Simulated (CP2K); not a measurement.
ZnSe (Stilleite):

```xyz
2
Lattice="4.0076 0.0000 0.0000 2.0038 3.4707 0.0000 2.0038 1.1569 3.2722" Properties=species:S:1:pos:R:3 pbc="T T T"
Se    6.0114    3.4707    2.4541
Zn    0.0000    0.0000    0.0000
```

Program: CP2K 2026.2. Alike in all runs: task band structure; no spin polarisation; cell as given; k mesh 8 × 8 × 8.

Question: Order these runs on this cell by their band gap on the k mesh, lowest first.
A. level LDA; potentials or basis GTH_POTENTIALS Se GTH-PADE-q6, Zn GTH-PADE-q12; TZVP-MOLOPT-PBE-GTH basis; smearing fermi-dirac 0.01 eV; EPS_DEFAULT 1.0E-10; NGRIDS 5; points a segment of the path (NPOINTS) 6; bands added on the path 2; CUTOFF of the grids 450 Ry
B. level r2SCAN; potentials or basis POTENTIAL_UZH Se GTH-SCAN-q6, Zn GTH-SCAN-q12; TZVP-MOLOPT-SCAN-GTH basis; smearing fermi-dirac 0.0259 eV; EPS_DEFAULT 1.0E-9; NGRIDS 4; points a segment of the path (NPOINTS) 6; bands added on the path 6; CUTOFF of the grids 675 Ry
C. level PBE; potentials or basis POTENTIAL_UZH Se GTH-PBE-q6, Zn GTH-PBE-q12; TZVP-MOLOPT-PBE-GTH basis; smearing fermi-dirac 0.0259 eV; EPS_DEFAULT 1.0E-10; NGRIDS 5; points a segment of the path (NPOINTS) 10; bands added on the path 2; CUTOFF of the grids 450 Ry

Answer: A (0.99 eV), C (1.26 eV), B (1.68 eV).

Caveats: the basis of atomic orbitals isn't converged, which shifts pressures, moduli and gaps.

A k mesh can miss the band edges.

Not every run made on this cell is shown here.
